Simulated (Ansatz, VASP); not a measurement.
## HfO2: VASP beside Ansatz

```
CELL_PARAMETERS angstrom
0.00000 2.54881 2.54881
2.54881 0.00000 2.54881
2.54881 2.54881 0.00000
ATOMIC_POSITIONS crystal
Hf 0.00000 0.00000 0.00000
O 0.25000 0.25000 0.25000
O 0.75000 0.75000 0.75000
```

Measurements of this composition are mostly on another form, of space group No. 14.

Alike in both runs: task single point; functional PBE; k mesh 8 × 8 × 8; occupations gaussian, width 0.05 eV; no spin polarisation.

```csv
,VASP,Ansatz
version,VASP 6.6.1,Ansatz 0.2.0
potentials or method,"VASP PAW PBE potentials, release 64 (Hf_pv, O)","scalar-relativistic, plane waves, PAW"
plane-wave cutoff (eV),520,420
valence electrons in the cell,22,38
```

```csv
,VASP,Ansatz,Ansatz less VASP
gap on the k mesh at the Fermi level (eV),3.76,3.75,-0.011
least direct gap on the mesh (eV),3.76,3.75,-0.011
pressure (GPa),-3.6,0.0,+3.62
```

The two sets of potentials don't hold the same shells in valence.

Caveats: spin-orbit coupling is left out, which moves the levels of the heavy elements. A k mesh can miss the band edges.
